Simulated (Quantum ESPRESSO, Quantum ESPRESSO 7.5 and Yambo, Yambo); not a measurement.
# Quasiparticle gap of NaF (Villiaumite) in Yambo

Wanted: ground state, empty states, screening and self-energy for NaF (Villiaumite).

Calculated with Quantum ESPRESSO 7.5 and Yambo 5.3.0; PBE and many-body steps on it, plane waves.

Report form: the programs' logs are mostly left out.

The database entry behind the starting cell differs from later determinations by our own check (0.1 to 0.3 % short, probably kX units), so it need not match the best structure at ambient conditions.

## Step 1: The starting structure

Symmetry: Fm-3m, No. 225, cubic system. The conventional cell has a = 4.620 Å, b = 4.620 Å, c = 4.620 Å, α = 90.00°, β = 90.00°, γ = 90.00°. Nearest to Na lie 6 F at 2.31 Å. Nearest to F lie 6 Na at 2.31 Å. Farther neighbours and most contacts between anions are not listed.

Structure file:

```cif
data_structure
_symmetry_space_group_name_H-M 'Fm-3m'
_symmetry_Int_Tables_number 225
_cell_length_a 4.6200
_cell_length_b 4.6200
_cell_length_c 4.6200
_cell_angle_alpha 90.000
_cell_angle_beta 90.000
_cell_angle_gamma 90.000
_cell_volume 98.61
loop_
_atom_site_label
_atom_site_type_symbol
_atom_site_symmetry_multiplicity
_atom_site_Wyckoff_symbol
_atom_site_fract_x
_atom_site_fract_y
_atom_site_fract_z
_atom_site_occupancy
Na1 Na 4 a 0.00000 0.00000 0.00000 1
F1 F 4 b 0.50000 0.00000 0.00000 1
```

The cell and positions come from the Crystallography Open Database and are kept as given unless a step says otherwise.

## Step 2: Ground state

This step: Quantum ESPRESSO 7.5; DFT, PBE, plane waves, norm-conserving pseudopotentials.

The ground-state density comes first.

Contents of pw.in:

```
&control
  calculation = 'scf'
  prefix = 'x'
  outdir = 'o'
  pseudo_dir = 'pseudo'
/
&system
  ibrav = 0
  nat = 2
  ntyp = 2
  ecutwfc = 76.0
  nbnd = 13
  force_symmorphic = .true.
/
&electrons
  conv_thr = 1e-10
  electron_maxstep = 80
  mixing_beta = 0.5
/
ATOMIC_SPECIES
  Na 22.99 Na.upf
  F 18.998 F.upf
CELL_PARAMETERS angstrom
  -0.0000000000 2.3100000000 2.3100000000
  2.3100000000 0.0000000000 2.3100000000
  2.3100000000 2.3100000000 0.0000000000
ATOMIC_POSITIONS crystal
  Na 0.0000000000 0.0000000000 0.0000000000
  F 0.5000000000 0.5000000000 0.5000000000
K_POINTS automatic
  8 8 8 0 0 0
```

On the command line:

```sh
OMP_NUM_THREADS=1 mpirun -n 4 pw.x -nk 4 -in pw.in > pw.out
```

Run time: 3.6 s. Hardware: 4 MPI ranks of Arm Neoverse V1, shared host; peak memory 0.2 GiB.

This step gave:

```yaml
total_energy: -1917.9393 eV
gap: 6.390 eV
k_of_the_valence_top: 0, 0, 0
k_of_the_conduction_bottom: 0, 0, 0
least_direct_gap: 6.390 eV
```

The gap is direct, at Γ.

## Step 3: Bands along the symmetry lines

Levels along a band path, at the cheap level, show where the edges lie and whether the meshes to come will hold them.

Contents of pw.in:

```
&control
  calculation = 'bands'
  prefix = 'x'
  outdir = 'o'
  pseudo_dir = 'pseudo'
/
&system
  ibrav = 0
  nat = 2
  ntyp = 2
  ecutwfc = 76.0
  nbnd = 14
  force_symmorphic = .true.
/
&electrons
  conv_thr = 1e-9
  electron_maxstep = 80
  diago_full_acc = .true.
  diago_thr_init = 5e-6
/
ATOMIC_SPECIES
  Na 22.99 Na.upf
  F 18.998 F.upf
CELL_PARAMETERS angstrom
  -0.0000000000 2.3100000000 2.3100000000
  2.3100000000 0.0000000000 2.3100000000
  2.3100000000 2.3100000000 0.0000000000
ATOMIC_POSITIONS crystal
  Na 0.0000000000 0.0000000000 0.0000000000
  F 0.5000000000 0.5000000000 0.5000000000
K_POINTS crystal
  50
  0.00000000 0.00000000 0.00000000 1
  0.06250000 0.00000000 0.06250000 1
  0.12500000 0.00000000 0.12500000 1
  0.18750000 0.00000000 0.18750000 1
  0.25000000 0.00000000 0.25000000 1
  0.31250000 0.00000000 0.31250000 1
  0.37500000 0.00000000 0.37500000 1
  0.43750000 0.00000000 0.43750000 1
  0.50000000 0.00000000 0.50000000 1
  0.51562500 0.03125000 0.51562500 1
  0.53125000 0.06250000 0.53125000 1
  0.54687500 0.09375000 0.54687500 1
  0.56250000 0.12500000 0.56250000 1
  0.57812500 0.15625000 0.57812500 1
  0.59375000 0.18750000 0.59375000 1
  0.60937500 0.21875000 0.60937500 1
  0.62500000 0.25000000 0.62500000 1
  0.37500000 0.37500000 0.75000000 1
  0.32812500 0.32812500 0.65625000 1
  0.28125000 0.28125000 0.56250000 1
  0.23437500 0.23437500 0.46875000 1
  0.18750000 0.18750000 0.37500000 1
  0.14062500 0.14062500 0.28125000 1
  0.09375000 0.09375000 0.18750000 1
  0.04687500 0.04687500 0.09375000 1
  0.00000000 0.00000000 0.00000000 1
  0.06250000 0.06250000 0.06250000 1
  0.12500000 0.12500000 0.12500000 1
  0.18750000 0.18750000 0.18750000 1
  0.25000000 0.25000000 0.25000000 1
  0.31250000 0.31250000 0.31250000 1
  0.37500000 0.37500000 0.37500000 1
  0.43750000 0.43750000 0.43750000 1
  0.50000000 0.50000000 0.50000000 1
  0.50000000 0.46875000 0.53125000 1
  0.50000000 0.43750000 0.56250000 1
  0.50000000 0.40625000 0.59375000 1
  0.50000000 0.37500000 0.62500000 1
  0.50000000 0.34375000 0.65625000 1
  0.50000000 0.31250000 0.68750000 1
  0.50000000 0.28125000 0.71875000 1
  0.50000000 0.25000000 0.75000000 1
  0.50000000 0.21875000 0.71875000 1
  0.50000000 0.18750000 0.68750000 1
  0.50000000 0.15625000 0.65625000 1
  0.50000000 0.12500000 0.62500000 1
  0.50000000 0.09375000 0.59375000 1
  0.50000000 0.06250000 0.56250000 1
  0.50000000 0.03125000 0.53125000 1
  0.50000000 0.00000000 0.50000000 1
```

The job ended after 2.1 s (4 MPI ranks; peak memory 0.18 GiB).

Numbers from this step:

* gap: 6.390 eV
* k of the valence top: 0, 0, 0
* k of the conduction bottom: 0, 0, 0
* least direct gap: 6.390 eV

The gap is 6.390 eV, as in the run before at this level.

The electronic bands at the labelled points (eV, zero at the top of the highest filled band; v1 is the highest filled band, c1 the lowest empty one):

```
    point      v4     v3     v2     v1     c1     c2     c3     c4
        Γ  -18.94   0.00   0.00   0.00   6.39  19.16  19.16  19.16
  halfway  -18.50  -0.90  -0.21  -0.21   8.82  15.14  19.27  19.56
        X  -18.86  -1.28  -0.41  -0.41  13.25  13.42  13.75  19.91
  halfway  -18.67  -1.22  -0.54  -0.40  13.26  13.37  14.05  19.58
        U  -18.45  -1.06  -0.83  -0.37  12.94  13.33  14.85  19.55
jump to K  -18.45  -1.06  -0.83  -0.37  12.94  13.33  14.85  19.55
  halfway  -18.35  -1.01  -0.32  -0.17   9.03  14.85  18.39  21.12
        Γ  -18.94   0.00   0.00   0.00   6.39  19.16  19.16  19.16
  halfway  -18.41  -0.90  -0.13  -0.13   8.26  15.28  19.91  19.91
        L  -18.13  -1.59  -0.25  -0.25  10.88  12.57  20.25  20.25
  halfway  -18.27  -1.31  -0.58  -0.34  11.89  12.82  17.27  19.13
        W  -18.44  -0.87  -0.87  -0.57  13.32  13.32  15.34  17.03
  halfway  -18.58  -1.17  -0.55  -0.49  13.27  13.39  14.33  18.54
        X  -18.86  -1.28  -0.41  -0.41  13.25  13.42  13.75  19.91
```

## Step 4: Empty states on the mesh, 4×4×4 mesh, 110 bands

The sums over transitions need many empty states on a uniform mesh; this step solves for them.

Contents of pw.in:

```
&control
  calculation = 'nscf'
  prefix = 'x'
  outdir = 'o'
  pseudo_dir = 'pseudo'
/
&system
  ibrav = 0
  nat = 2
  ntyp = 2
  ecutwfc = 76.0
  nbnd = 110
  force_symmorphic = .true.
/
&electrons
  conv_thr = 1e-9
  electron_maxstep = 80
  diago_full_acc = .true.
  diago_thr_init = 5e-6
/
ATOMIC_SPECIES
  Na 22.99 Na.upf
  F 18.998 F.upf
CELL_PARAMETERS angstrom
  -0.0000000000 2.3100000000 2.3100000000
  2.3100000000 0.0000000000 2.3100000000
  2.3100000000 2.3100000000 0.0000000000
ATOMIC_POSITIONS crystal
  Na 0.0000000000 0.0000000000 0.0000000000
  F 0.5000000000 0.5000000000 0.5000000000
K_POINTS automatic
  4 4 4 0 0 0
```

It took 3.6 s on 4 MPI ranks; peak memory 0.25 GiB; 14 s of CPU time.

Numbers from this step:

```yaml
gap: 6.390 eV
k_of_the_valence_top: 0, 0, 0
k_of_the_conduction_bottom: 0, 0, 0
least_direct_gap: 6.390 eV
k_points_computed: 8
lowest_point_of_the_top_converged_band_above_the_valence_top: 138.6034 eV
```

On this mesh the gap is 6.390 eV.

## Step 5: Conversion and set-up

This step: Yambo 5.3.0; conversion and set-up on PBE, plane waves, norm-conserving pseudopotentials.

The states are converted to the many-body program's format and the q mesh is built.

On the command line:

```sh
(cd o/x.save; p2y > p2y.log; mv SAVE ../..); yambo > setup.log
```

The job ended after 1.9 s (1 MPI rank; peak memory 0.24 GiB).

## Step 6: Screening and self-energy, 4×4×4 mesh, 110 bands, screening to 210.9 eV

G0W0 replaces the xc potential by the self-energy, built once from these orbitals. Only a window of levels is corrected, while the sums run over the empty bands that the input names.

This step: G0W0 on PBE, plane waves, norm-conserving pseudopotentials.

Contents of gw1.in:

```
HF_and_locXC
gw0
dyson
ppa
em1d
rim_cut
RandQpts= 1000000
RandGvec= 1 RL
EXXRLvcs= 76 Ry
VXCRLvcs= 304 Ry
Chimod= "HARTREE"
% BndsRnXp
 1 | 110 |
%
NGsBlkXp= 15.5 Ry
% LongDrXp
 1 | 1 | 1 |
%
% GbndRnge
 1 | 110 |
%
DysSolver= "n"
ExtendOut
PPAPntXp= 27.21138 eV
% QPkrange
 1 | 1 | 7 | 10 |
%
```

On the command line:

```sh
OMP_NUM_THREADS=1 mpirun -n 4 yambo -F gw1.in -J gw1 -C gw1 > gw1.log
```

Elapsed: 23 s, on 4 MPI ranks; peak memory 1.3 GiB; 87 s of CPU time.

This step gave:

```yaml
g0w0_gap_on_the_points_computed: 10.48 eV
starting_gap_on_the_mesh: 6.390 eV
k_of_the_valence_top: 0, 0, 0
k_of_the_conduction_bottom: 0, 0, 0
least_direct_g0w0_gap_on_the_computed_points: 10.48 eV
z_at_the_valence_top: 0.8228
z_at_the_conduction_bottom: 0.9041
```

The gap on the mesh goes from 6.39 eV to 10.48 eV, a correction of +4.09 eV.

Limits: finite bands, cutoff and mesh; coarse k mesh. v1 is the top filled band, c1 the lowest empty one. The levels before and after the correction (eV, zero at the valence-band top of each column):

```
           conduction bottom  valence top
Kohn-Sham               6.39         0.00
     G0W0              10.48         0.00
```

```
             level  energy (eV)
Kohn-Sham  Γ v2-v1        0.000
Kohn-Sham     Γ c1        6.390
Kohn-Sham     Γ c2       19.156
     G0W0  Γ v2-v1        0.000
     G0W0     Γ c1       10.478
     G0W0     Γ c2       23.616
```

## Step 7: Where the time went

Times are wall times on the hardware named with each run, good to a factor of about two.

```
                          step   time  share  memory (GiB)
                  ground state  3.6 s   11 %           0.2
bands along the symmetry lines  2.1 s    6 %          0.18
      empty states on the mesh  3.6 s   11 %          0.25
         conversion and set-up  1.9 s    6 %          0.24
     screening and self-energy   23 s   67 %           1.3
```

## Step 8: What came out

```
PBE gap              : 6.39 eV, direct
G0W0 gap on the mesh : 10.48 eV
GW settings          : 4×4×4 mesh, 110 bands, screening to 210.9 eV, Godby-Needs plasmon pole
known limits         : not at the basis limit; coarse k mesh
```

In words: G0W0 moves the gap on the mesh from 6.39 eV to 10.48 eV (+4.09 eV), with Z of 0.82 and 0.90 at the edges. Only 1 of the mesh's irreducible points was corrected, so a valley elsewhere could overtake. The dearest step here is «screening and self-energy». Bands and cutoff are finite, so the gap is not at the basis limit. The miss can reach some tenths of an eV and take either sign; the mesh is an error of its own. In the G0W0 run levels were corrected at 1 k point alone, so a gap called «on the mesh» is the least over those, and an edge elsewhere would be missed. The 4×4×4 mesh is coarse for this cell, which bears on the long-range parts of exchange and screening.

[Paths, hosts, dates, memory and timing lines, banners, echoed tables and standing remarks are left out of the program output.]

[Logs are printed without paths, hosts, clocks, repeated set-up lines and the standing remarks that a program may print on its own settings, such as how far it seeks lower states.]

[Runs of the session that timed out or met a known fault of the program may be left out.]

[Hosts, paths, dates, database ids (printed as entryN), source tags and the programs' standing remarks are cut or masked in the printed files.]
